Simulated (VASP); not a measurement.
Si: relaxation of the atoms with PBE

The system is Si.

```
Si
1.0
     0.01443    2.72822    2.70569
     2.72822    0.01443    2.70569
     2.74266    2.74266    0.00000
Si
2
Direct
  0.00000 0.00000 0.00000
  0.25000 0.25000 0.25000
```

```
Program                : VASP 6.6.1
Task                   : relaxation of the atoms
Functional             : PBE
Potentials or basis    : VASP PAW PBE potentials, release 64 (Si)
Cutoff                 : 520 eV
k mesh                 : 10 × 10 × 10
Occupations            : gaussian, width 0.01 eV
Spin                   : no spin polarisation
Further INCAR settings : ALGO = Normal; EDIFF = 1e-06; IBRION = 2; EDIFFG = -0.005; NSW = 60
```

```
Energy gained by relaxing : 0.2 meV/atom
Ionic steps               : 3
Pressure after relaxing   : 1.4 GPa
Band gap on the k mesh    : 0.50 eV, indirect (least direct gap 2.48 eV)
```

Stress tensor (GPa, compression positive):
```
 1.11 -0.79  0.00
-0.79  1.11  0.00
 0.00  0.00  1.90
```

Step by step:
```csv
step,energy change (eV),largest force (eV/Å),pressure (GPa)
1,0.0000,0.1029,1.39
2,-0.0004,0.0303,1.37
3,-0.0004,0.0000,1.37
```

Final structure:
```cif
data_structure
_symmetry_space_group_name_H-M 'P 1'
_symmetry_Int_Tables_number 1
_cell_length_a 3.8424
_cell_length_b 3.8424
_cell_length_c 3.8787
_cell_angle_alpha 59.687
_cell_angle_beta 59.687
_cell_angle_gamma 59.922
_cell_volume 40.28
loop_
_atom_site_label
_atom_site_type_symbol
_atom_site_fract_x
_atom_site_fract_y
_atom_site_fract_z
_atom_site_occupancy
Si1 Si 0.00071 0.00071 0.99929 1
Si2 Si 0.24929 0.24929 0.25071 1
```

Levels at points of the mesh, in eV from the valence-band top:
```csv
k point,band 1,band 2,band 3,band 4,band 5,band 6,band 7,band 8
"(0.00, 0.00, 0.00)",-11.95,-0.10,-0.01,0.00,2.48,2.49,2.59,3.28
"(0.50, 0.00, 0.00)",-9.61,-6.97,-1.31,-1.20,1.42,3.23,3.34,7.65
"(0.50, 0.50, 0.00)",-7.82,-7.78,-2.98,-2.84,0.56,0.72,9.98,10.06
"(0.00, 0.00, 0.50)",-9.66,-6.99,-1.22,-1.18,1.54,3.32,3.34,7.72
"(0.50, 0.00, 0.50)",-7.85,-7.85,-2.85,-2.85,0.71,0.71,10.01,10.01
```

Run time: 34 s on 1 thread of Intel(R) Xeon(R) 6975P-C (Granite Rapids), on a shared host, peak memory 0.19 GiB.

A k mesh can miss the band edges.
